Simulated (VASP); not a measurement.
# CdS (Greenockite): relaxation of cell and atoms with PBE+D3(BJ)

The system is CdS (Greenockite).

```
CELL_PARAMETERS angstrom
4.19656 0.00000 0.00000
-2.09828 3.63433 0.00000
0.00000 0.00000 6.82884
ATOMIC_POSITIONS crystal
Cd 0.33333 0.66667 0.99921
Cd 0.66667 0.33333 0.49921
S 0.33333 0.66667 0.37579
S 0.66667 0.33333 0.87579
```

```yaml
Program: VASP 6.6.1
Task: relaxation of cell and atoms
Functional: PBE
Dispersion: D3(BJ)
Potentials_or_basis: VASP PAW PBE potentials, release 64 (Cd, S)
Cutoff: 600 eV
k_mesh: 9 × 9 × 4
Occupations: gaussian, width 0.02 eV
Spin: no spin polarisation
Dipole_correction: no
Further_INCAR_settings: ALGO = Normal; EDIFF = 1e-07; IBRION = 2; EDIFFG = -0.005; NSW = 70; ISIF = 3
```

* Relaxed volume: 25.21 Å³/atom
* Relaxed cell: a = 4.152 Å, b = 4.152 Å, c = 6.756 Å, α = 90.00°, β = 90.00°, γ = 120.00°
* Space group after relaxing (to 0.05 Å): P6_3mc (No. 186)
* Energy gained by relaxing: 4.7 meV/atom
* Ionic steps: 3
* Pressure after relaxing: 0.0 GPa
* Largest force after relaxing: 0.005 eV/Å
* Band gap on the k mesh: 1.19 eV, direct
* Dispersion energy per atom: -0.301 eV

Forces in eV/Å, atoms in the order of the input:
```
Cd   0.000  0.000  0.005
Cd   0.000  0.000  0.005
S    0.000  0.000 -0.005
S    0.000  0.000 -0.005
```

The path:
```csv
step,energy change (eV),largest force (eV/Å),pressure (GPa),volume (Å³)
1,0.0000,0.0020,-1.76,104.15
2,-0.0170,0.0055,0.57,99.91
3,-0.0187,0.0046,0.01,100.85
```

Final structure:
```xyz
4
Lattice="4.1516 0.0000 0.0000 -2.0758 3.5954 0.0000 0.0000 0.0000 6.7564" Properties=species:S:1:pos:R:3 pbc="T T T"
Cd    0.0000    2.3969    6.7511
Cd    2.0758    1.1985    3.3729
S     0.0000    2.3969    2.5389
S     2.0758    1.1985    5.9171
```

Levels at points of the mesh, in eV from the valence-band top:
```csv
k point,band 14,band 15,band 16,band 17,band 18,band 19,band 20,band 21,band 22
"(0.00, 0.00, 0.00)",-0.74,-0.74,-0.04,0.00,0.00,1.19,2.78,6.48,6.48
"(0.00, 0.00, 0.50)",-2.44,-0.38,-0.38,-0.38,-0.38,2.83,2.83,6.18,6.18
```

Run time: 3.9 min on 1 thread of Intel(R) Xeon(R) Platinum 8259CL CPU @ 2.50GHz (Skylake/Cascade Lake), on a shared host, peak memory 0.33 GiB.
